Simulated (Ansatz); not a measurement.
# ZnS (Wurtzite-2H) (P6_3mc) in Ansatz: notebook

The runs below take ZnS (Wurtzite-2H) through elastic constants, single point, equation of state, with PBE, BLYP+D3(BJ).

Everything below comes from runs of Ansatz 0.2.0. Logs are shortened: lines on timing, memory, paths and dates and some standing lists are left out, and cuts for length are marked.

**What was measured.**

From a printed reference work, monograph, for a bulk crystal of ZnS at 4 K: band gap 3.911 eV (direct).

The results are compared with them further down.

**1. The crystal as given**

The structure is hexagonal, space group P6_3mc (No. 186). Conventional cell: a = 3.811 Å, b = 3.811 Å, c = 6.234 Å, α = 90.00°, β = 90.00°, γ = 120.00°. Zn (site symmetry 3m) is surrounded by 4 S at 2.31 to 2.40 Å. S (site symmetry 3m) is surrounded by 4 Zn at 2.31 to 2.40 Å.

**2. Elastic constants, PBE**

File input.yaml:

```yaml
crystal:
  lattice:
    - [3.811, 0.0, 0.0]
    - [-1.9055, 3.3004228138, 0.0]
    - [0.0, 0.0, 6.234]
  atoms:
    - { symbol: Zn, position: [0.6666666667, 0.3333333333, 0.5] }
    - { symbol: Zn, position: [0.3333333333, 0.6666666667, 0.0] }
    - { symbol: S, position: [0.6666666667, 0.3333333333, 0.885] }
    - { symbol: S, position: [0.3333333333, 0.6666666667, 0.385] }
hamiltonian:
  xc: pbe
  pseudopotentials: { kind: paw }
kpoints:
  mp_grid: { grid: [7, 7, 4] }
scf:
  occupations: { method: fixed }
output:
  forces: true
  stress: true
elastic:
  mode: clamped_ion
  stencil: two_point
```

Potentials or basis: Ansatz PAW.

The run is started by

```sh
$ ansatz run input.yaml --threads 2 --pin off --max-ram 5120MiB --backend cpu --events-out ev --progress --plain --runs-dir out
```

The program printed:

```text
Warning: RAYON_NUM_THREADS=2 ignored (pool sized by the plan → 2); use --threads N
Engine: ansatz 0.2.0, aarch64-unknown-linux-gnu
Pseudopotentials: kind: paw
Pseudopotential: Zn, paw, valence charge 12, recommended cutoff 420 eV (normal), Zn.paw.azcp
Pseudopotential: S, paw, valence charge 6, recommended cutoff 420 eV (normal), S.paw.azcp
Functional definition: PBE
  parameter kappa = 0.804
  parameter beta = 0.06672455060314922
  exchange = pbe_x(kappa = kappa, mu = beta*pi^2/3)
  correlation = pbe_c(beta = beta)
Crystal: 4 atoms, lattice volume = 78.411 Å³
Basis set: ecut = 420 eV, 1521 PW (Γ), exchange–correlation on 54×54×90 points (8 copies of the dense FFT grid, shifted against one another)
Bands: 22, of which v1, the nominal top of the filled ones, is band 18 counted from 1 (17 counted from 0)
Symmetry: 12 space group operations
Space group: P63mc (ITA 186), of the structure as read, at distance tolerance 4.3e-5 Å
k-points: 24 of 196 (time reversal used)
Non-local potential: Zn, projectors of the file, l = 0: 2, l = 1: 2, l = 2: 3, l = 3: 1
Non-local potential: S, projectors of the file, l = 0: 2, l = 1: 2, l = 2: 2
PAW form: soft (Blöchl's): semilocal exchange-correlation on the pseudo side does not see the compensation charge
PAW one-centre angular grid: Zn, 590 points (default); XC on 64 Gauss nodes
PAW one-centre angular grid: S, 110 points (default); XC on 64 Gauss nodes
Initial density: superposition of atomic densities (neutral atoms: chi_scale 0, normalization atom), corrected by the library's trained network
Initial wavefunctions: pseudopotential atomic-orbital guess
Functional: x = pbe(κ = 0.804, μ = 0.2195149727645171), c = pbe(β = 0.06672455060314922)
SCF iter   1: F=—  HF=-8445.419460 eV  |F-HF|=—  |Δ(HF+E_count)|=         —  Δρ=4.96e-4  dr2=1.60e-4  ethr=1.77e-3  ⟨swp⟩=5.1  Hψ=2267  notcnv=0  defer=48
preconditioner: auto → Resta (q_TF=auto, 2.396 Å⁻¹)  ε∞=6.6  [insulator: Δε(μ)=2.242 eV  Ē_g=10.669 eV  n_scr=22 (ndim 8)  ℏωp=25.2 eV  f_vac=0.040  ε∞_Penn≈6.6]
SCF iter   2: F=—  HF=-8445.419682 eV  |F-HF|=—  |Δ(HF+E_count)|=   2.22e-4  Δρ=4.15e-4  dr2=1.08e-4  ethr=4.44e-7  ⟨swp⟩=2.6  Hψ=1251  notcnv=0  defer=48
SCF iter   3: F=—  HF=-8445.419768 eV  |F-HF|=—  |Δ(HF+E_count)|=   8.57e-5  Δρ=1.41e-4  dr2=1.07e-5  ethr=3.01e-7  ⟨swp⟩=2.0  Hψ=930  notcnv=0  defer=48
SCF iter   4: F=—  HF=-8445.419713 eV  |F-HF|=—  |Δ(HF+E_count)|=   5.53e-5  Δρ=7.99e-5  dr2=5.79e-6  ethr=2.98e-8  ⟨swp⟩=2.0  Hψ=960  notcnv=0  defer=4
SCF iter   5: F=—  HF=-8445.419710 eV  |F-HF|=—  |Δ(HF+E_count)|=   2.41e-6  Δρ=3.21e-5  dr2=6.79e-7  ethr=1.61e-8  ⟨swp⟩=2.2  Hψ=853  notcnv=0
SCF iter   6: F=—  HF=-8445.419711 eV  |F-HF|=—  |Δ(HF+E_count)|=   1.16e-6  Δρ=1.06e-5  dr2=7.04e-8  ethr=1.89e-9  ⟨swp⟩=2.5  Hψ=943  notcnv=0
SCF iter   7: F=—  HF=-8445.419711 eV  |F-HF|=—  |Δ(HF+E_count)|=   3.58e-8  Δρ=1.79e-6  dr2=2.65e-9  ethr=1.96e-10  ⟨swp⟩=2.5  Hψ=973  notcnv=0
SCF iter   8: F=—  HF=-8445.419711 eV  |F-HF|=—  |Δ(HF+E_count)|=   1.64e-9  Δρ=3.71e-7  dr2=1.69e-10  ethr=7.35e-12  ⟨swp⟩=2.1  Hψ=942  notcnv=0
SCF iter   9: F=—  HF=-8445.419711 eV  |F-HF|=—  |Δ(HF+E_count)|=  1.33e-10  Δρ=1.13e-7  dr2=7.03e-12  ethr=4.71e-13 (applied; sched 1.00e-12)  ⟨swp⟩=2.0  Hψ=943  notcnv=0
SCF iter  10: F=—  HF=-8445.419711 eV  |F-HF|=—  |Δ(HF+E_count)|=  1.46e-11  Δρ=2.50e-8  dr2=6.08e-13  ethr=1.95e-14 (applied; sched 1.00e-12)  ⟨swp⟩=2.0  Hψ=908  notcnv=0
SCF iter  11: F=-8445.419711 eV  HF=-8445.419711 eV  |F-HF|=1.82e-12  |Δ(HF+E_count)|=    0.00e0  Δρ=8.73e-9  dr2=5.30e-14  ethr=1.00e-12  ⟨swp⟩=5.5  Hψ=2435  notcnv=0
SCF 1 converged in 11 iterations: F = -8445.419711 eV  dr2 = 5.30e-14
Crystal: 4 atoms, lattice volume = 78.254 Å³
Symmetry: 4 space group operations
k-points: 48 of 196 (time reversal used)
Initial density: handed on by an earlier stage of this run
Initial wavefunctions: those handed on with the density
iter 1 solved again at ethr=3.45e-8 eV; its pass at ethr=3.10e-3 eV (dr2=1.24e-5 eV) is discarded
SCF iter   1: F=—  HF=-8445.416675 eV  |F-HF|=—  |Δ(HF+E_count)|=         —  Δρ=1.37e-4  dr2=1.49e-5  ethr=3.45e-8  ⟨swp⟩=3.5  Hψ=5726  notcnv=0  defer=89
preconditioner: auto → Resta (q_TF=auto, 2.397 Å⁻¹)  ε∞=6.6  [insulator: Δε(μ)=2.259 eV  Ē_g=10.677 eV  n_scr=22 (ndim 8)  ℏωp=25.2 eV  f_vac=0.039  ε∞_Penn≈6.6]
SCF iter   2: F=—  HF=-8445.416609 eV  |F-HF|=—  |Δ(HF+E_count)|=   6.67e-5  Δρ=7.03e-5  dr2=4.62e-6  ethr=3.45e-8  ⟨swp⟩=2.0  Hψ=1847  notcnv=0  defer=48
SCF iter   3: F=—  HF=-8445.416609 eV  |F-HF|=—  |Δ(HF+E_count)|=   2.81e-7  Δρ=4.79e-5  dr2=9.75e-7  ethr=1.28e-8  ⟨swp⟩=2.0  Hψ=1832  notcnv=0  defer=3
SCF iter   4: F=—  HF=-8445.416608 eV  |F-HF|=—  |Δ(HF+E_count)|=   6.33e-7  Δρ=1.11e-5  dr2=1.23e-7  ethr=2.71e-9  ⟨swp⟩=2.0  Hψ=1824  notcnv=0  defer=2
SCF iter   5: F=—  HF=-8445.416608 eV  |F-HF|=—  |Δ(HF+E_count)|=   8.38e-8  Δρ=3.07e-6  dr2=1.16e-8  ethr=3.42e-10  ⟨swp⟩=2.8  Hψ=1994  notcnv=0  defer=2
SCF iter   6: F=—  HF=-8445.416608 eV  |F-HF|=—  |Δ(HF+E_count)|=   1.92e-8  Δρ=8.46e-7  dr2=5.18e-10  ethr=3.22e-11  ⟨swp⟩=2.0  Hψ=1892  notcnv=0  defer=2
SCF iter   7: F=—  HF=-8445.416608 eV  |F-HF|=—  |Δ(HF+E_count)|=   1.40e-9  Δρ=1.64e-7  dr2=2.83e-11  ethr=1.44e-12  ⟨swp⟩=2.0  Hψ=1915  notcnv=0  defer=2
SCF iter   8: F=—  HF=-8445.416608 eV  |F-HF|=—  |Δ(HF+E_count)|=  7.64e-11  Δρ=7.05e-8  dr2=3.53e-12  ethr=7.87e-14 (applied; sched 1.00e-12)  ⟨swp⟩=2.0  Hψ=1870  notcnv=0  defer=2
SCF iter   9: F=—  HF=-8445.416608 eV  |F-HF|=—  |Δ(HF+E_count)|=  7.28e-12  Δρ=1.24e-8  dr2=1.12e-13  ethr=9.80e-15 (applied; sched 1.00e-12)  ⟨swp⟩=2.0  Hψ=1908  notcnv=0  defer=2
SCF iter  10: F=-8445.416608 eV  HF=-8445.416608 eV  |F-HF|=1.82e-12  |Δ(HF+E_count)|=  1.82e-12  Δρ=3.00e-9  dr2=7.60e-15  ethr=1.00e-12  ⟨swp⟩=4.0  Hψ=3503  notcnv=0
SCF 2 converged in 10 iterations: F = -8445.416608 eV  dr2 = 7.60e-15
[... 14 lines left out ...]
preconditioner: auto → Resta (q_TF=auto, 2.397 Å⁻¹)  ε∞=6.6  [insulator: Δε(μ)=2.254 eV  Ē_g=10.677 eV  n_scr=22 (ndim 8)  ℏωp=25.2 eV  f_vac=0.040  ε∞_Penn≈6.6]
SCF iter   2: F=—  HF=-8445.418629 eV  |F-HF|=—  |Δ(HF+E_count)|=   6.69e-5  Δρ=6.52e-5  dr2=4.11e-6  ethr=2.75e-8  ⟨swp⟩=2.0  Hψ=894  notcnv=0  defer=21
SCF iter   3: F=—  HF=-8445.418629 eV  |F-HF|=—  |Δ(HF+E_count)|=   7.33e-7  Δρ=3.00e-5  dr2=3.99e-7  ethr=1.14e-8  ⟨swp⟩=2.0  Hψ=924  notcnv=0
SCF iter   4: F=—  HF=-8445.418630 eV  |F-HF|=—  |Δ(HF+E_count)|=   7.63e-7  Δρ=1.01e-5  dr2=9.11e-8  ethr=1.11e-9  ⟨swp⟩=2.0  Hψ=912  notcnv=0
SCF iter   5: F=—  HF=-8445.418630 eV  |F-HF|=—  |Δ(HF+E_count)|=   4.60e-8  Δρ=3.19e-6  dr2=1.20e-8  ethr=2.53e-10  ⟨swp⟩=2.2  Hψ=917  notcnv=0
[... 27 lines left out ...]
SCF iter   9: F=—  HF=-8445.419684 eV  |F-HF|=—  |Δ(HF+E_count)|=  1.82e-12  Δρ=3.81e-8  dr2=6.97e-13  ethr=3.77e-15 (applied; sched 1.00e-12)  ⟨swp⟩=2.0  Hψ=2297  notcnv=0  defer=88
SCF iter  10: F=—  HF=-8445.419684 eV  |F-HF|=—  |Δ(HF+E_count)|=  3.64e-12  Δρ=1.34e-8  dr2=9.75e-14  ethr=1.00e-12  ⟨swp⟩=3.0  Hψ=5498  notcnv=0
SCF iter  11: F=-8445.419684 eV  HF=-8445.419684 eV  |F-HF|=1.82e-12  |Δ(HF+E_count)|=  3.64e-12  Δρ=3.52e-9  dr2=7.37e-15  ethr=1.00e-12  ⟨swp⟩=4.0  Hψ=4622  notcnv=0
SCF 6 converged in 11 iterations: F = -8445.419684 eV  dr2 = 7.37e-15
iter 1 solved again at ethr=2.75e-11 eV; its pass at ethr=3.10e-3 eV (dr2=9.89e-9 eV) is discarded
SCF iter   1: F=—  HF=-8445.419736 eV  |F-HF|=—  |Δ(HF+E_count)|=         —  Δρ=2.33e-5  dr2=9.85e-9  ethr=2.75e-11  ⟨swp⟩=2.8  Hψ=6615  notcnv=0  defer=75
preconditioner: auto → Resta (q_TF=auto, 2.396 Å⁻¹)  ε∞=6.6  [insulator: Δε(μ)=2.246 eV  Ē_g=10.668 eV  n_scr=22 (ndim 8)  ℏωp=25.2 eV  f_vac=0.040  ε∞_Penn≈6.6]
SCF iter   2: F=—  HF=-8445.419681 eV  |F-HF|=—  |Δ(HF+E_count)|=   5.48e-5  Δρ=1.19e-5  dr2=3.03e-9  ethr=2.74e-11  ⟨swp⟩=2.0  Hψ=2400  notcnv=0  defer=75
SCF iter   3: F=—  HF=-8445.419684 eV  |F-HF|=—  |Δ(HF+E_count)|=   2.96e-6  Δρ=2.57e-6  dr2=2.76e-10  ethr=8.41e-12  ⟨swp⟩=2.0  Hψ=2232  notcnv=0  defer=75
SCF iter   4: F=—  HF=-8445.419684 eV  |F-HF|=—  |Δ(HF+E_count)|=   1.37e-7  Δρ=3.29e-7  dr2=5.87e-11  ethr=7.65e-13 (applied; sched 1.00e-12)  ⟨swp⟩=2.0  Hψ=2280  notcnv=0  defer=75
SCF iter   5: F=—  HF=-8445.419684 eV  |F-HF|=—  |Δ(HF+E_count)|=  3.97e-10  Δρ=9.02e-8  dr2=6.20e-12  ethr=1.63e-13 (applied; sched 1.00e-12)  ⟨swp⟩=2.0  Hψ=2275  notcnv=0  defer=75
SCF iter   6: F=—  HF=-8445.419684 eV  |F-HF|=—  |Δ(HF+E_count)|=  3.64e-12  Δρ=3.17e-8  dr2=3.78e-13  ethr=1.72e-14 (applied; sched 1.00e-12)  ⟨swp⟩=2.0  Hψ=2312  notcnv=0  defer=75
SCF iter   7: F=—  HF=-8445.419684 eV  |F-HF|=—  |Δ(HF+E_count)|=  3.64e-12  Δρ=2.10e-8  dr2=1.99e-13  ethr=1.00e-12  ⟨swp⟩=4.8  Hψ=5071  notcnv=0
SCF iter   8: F=-8445.419684 eV  HF=-8445.419684 eV  |F-HF|=0.00e0  |Δ(HF+E_count)|=    0.00e0  Δρ=3.65e-9  dr2=8.49e-15  ethr=1.00e-12  ⟨swp⟩=2.4  Hψ=5018  notcnv=0
SCF 7 converged in 8 iterations: F = -8445.419684 eV  dr2 = 8.49e-15
SCF converged after 11 iterations
Free energy (F): -8445.419711 eV
Harris-Foulkes:  -8445.419711 eV  (|F-HF|=1.82e-12)
Internal energy: -8445.419711 eV  (E = F + TS)
E sigma→0 (E₀):  -8445.419711 eV
Fermi energy:    5.866356 eV
--- Per-component energies (eV) ---
  E_band       = 12.314367
  E_kinetic    = 477.247242
  E_local      = -4081.375402  (includes V_loc(G=0)·N_el)
  E_nonlocal   = 1285.435138
  E_hartree    = 1707.474727
  E_xc         = -469.098325
  E_vxc        = -279.503917  (∫ρ·V_xc dr)
  E_paw        = -4856.938930  (= ΣΔE_a)
  E_vpaw       = -804.437418  (= ΣTr[D̂ρ^β])
  E_aug_tail   = -0.000743  (compensation charges beyond the density's cutoff)
  E_ewald      = -2508.163419
  E_smearing   = -0.000000  (= −TS)
  E_closure    = -0.000000  (closes the sum)
  Σ components = -8445.419711   (vs F -8445.419711, Δ=0.00e0)
--- Forces (eV/Å), atoms counted from 1 ---
  atom   1  Zn     0.00000000     0.00000000     0.31978184
  atom   2  Zn    -0.00000000    -0.00000000     0.31978184
  atom   3  S      0.00000000     0.00000000    -0.31978211
  atom   4  S      0.00000000    -0.00000000    -0.31978211
  max |Σ_I F_I| component: 5.45e-7 eV/Å
--- Stress (GPa, compression-positive) ---
        3.012290       0.000000       0.000000
        0.000000       3.012290       0.000000
        0.000000       0.000000       0.975723
  P = ⅓ Tr σ = 2.3334 GPa (23.334 kbar)
--- Band table (eV; the first three rows and the last of 24) ---
  k-point 0: bands = ["-7.3302", "-6.4060", "-0.4999", "-0.4999", "-0.4353", "-0.4353", "-0.4266", "-0.0180", "-0.0180", "0.0619", "0.0619", "0.2205", "0.7009", "5.0091", "5.0091", "5.8556", "5.8556", "5.8664", "8.1138", "8.8582", "12.1425", "12.1425"]
  k-point 1: bands = ["-7.2127", "-6.5628", "-0.4938", "-0.4938", "-0.4483", "-0.4483", "-0.4323", "-0.1858", "-0.0035", "-0.0035", "0.0530", "0.0530", "1.6042", "4.7816", "5.1245", "5.1245", "5.7220", "5.7220", "8.9907", "9.0230", "12.1082", "12.2298"]
  k-point 2: bands = ["-6.9070", "-6.9070", "-0.4744", "-0.4744", "-0.4744", "-0.4744", "-0.3985", "-0.3985", "0.0274", "0.0274", "0.0274", "0.0274", "3.1081", "3.1081", "5.4142", "5.4142", "5.4142", "5.4142", "9.3741", "9.3741", "12.5692", "12.5692"]
  k-point 23: bands = ["-6.1619", "-6.1619", "-0.3444", "-0.3444", "-0.2790", "-0.2790", "-0.1621", "-0.1621", "0.0012", "0.0012", "0.2922", "0.2922", "1.1816", "1.1816", "2.9511", "2.9511", "4.5752", "4.5752", "10.3725", "10.3725", "12.3300", "12.3300"]
--- Elastic constants: 3 strain directions × 2 members + reference (group order 12) ---
  dense FFT box of the reference and of every strained cell: 27×27×45
  strains applied: 11, 33, 23; error gains: componentwise 1.00 (the most a stress slope's error grows in a printed constant), spectral 1.41 (1 for all six strains in a standard setting)
  C = ∂σ_k/∂η_j (tension-positive GPa; Voigt order 11 22 33 23 13 12):
       169.393     50.654     32.397      0.000      0.000     -0.000
        50.654    169.393     32.397      0.000      0.000     -0.000
        30.420     30.420    146.627      0.000      0.000      0.000
         0.000      0.000      0.000     36.317      0.000      0.000
        -0.000      0.000      0.000      0.000     36.317      0.000
        -0.000      0.000      0.000      0.000      0.000     59.369
  reference stress σ⁰ (GPa):     -3.012     -3.012     -0.976     -0.000     -0.000     -0.000
  C* (energy form; C + prestress term) asymmetry max|C*_kj − C*_jk| = 5.905e-2 GPa — a small one proves nothing (zero by symmetry where the batch's group is 432, −43m or m−3m); a large one is finite-difference/SCF noise where every solve meets its electron count
  moduli (Voigt/Reuss/Hill, GPa): K = 79.15/78.14/78.64   G = 51.20/47.88/49.54   E = 122.82   ν = 0.240
  mechanically stable: yes (min eigenvalue of sym C = 36.32 GPa)
  strain η (Voigt 11):  stress-route row diagonal C_11 = 169.39 GPa, energy-path curvature d²(F+E_count+ΔE)/dδ²/Ω₀ = 169.43 GPa
         δ    σ_11 (GPa)             F (eV)   n_scf  n_hpsi   n_pw
    -2.000e-3      -3.3535       -8445.4166085      10   24833   1546
     2.000e-3      -2.6760       -8445.4225105       7   19082   1554
  strain η (Voigt 33):  stress-route row diagonal C_33 = 146.63 GPa, energy-path curvature d²(F+E_count+ΔE)/dδ²/Ω₀ = 146.73 GPa
         δ    σ_33 (GPa)             F (eV)   n_scf  n_hpsi   n_pw
    -2.000e-3      -1.2719       -8445.4186302       9   11723   1546
     2.000e-3      -0.6854       -8445.4205242       7    9176   1549
  strain η (Voigt 23):  stress-route row diagonal C_44 = 36.32 GPa, energy-path curvature d²(F+E_count+ΔE)/dδ²/Ω₀ = 37.46 GPa
         δ    σ_23 (GPa)             F (eV)   n_scf  n_hpsi   n_pw
    -2.000e-3      -0.0726       -8445.4196839      11   35834   1547
     2.000e-3       0.0726       -8445.4196839       8   28858   1547
```

Run time: 32 s. Hardware: 2 threads of Arm Neoverse V1, shared host; peak memory 0.38 GiB.

What came out:

```yaml
Free_energy: -8445.4197 eV
Pressure: 2.3 GPa
Largest_force: 0.320 eV/Å
Band_gap_on_the_k_mesh: 2.25 eV, direct
Voigt_bulk_modulus: 79 GPa
```

Forces on the atoms (eV/Å):
```
Zn   0.000  0.000  0.320
Zn   0.000  0.000  0.320
S    0.000  0.000 -0.320
S    0.000  0.000 -0.320
```

Stress tensor (GPa, compression positive):
```
3.01 0.00 0.00
0.00 3.01 0.00
0.00 0.00 0.98
```

Elastic tensor in Voigt notation (GPa, ions clamped, in the Cartesian axes of the cell as first typed):
```
169  51  32   0   0   0
 51 169  32   0   0   0
 30  30 147   0   0   0
  0   0   0  36   0   0
  0   0   0   0  36   0
  0   0   0   0   0  59
```

Caveat: odd divisions of the mesh miss points on the zone boundary, where band edges often lie, so the gap on the mesh can be too wide.

(Continued in part 2 of 2.)
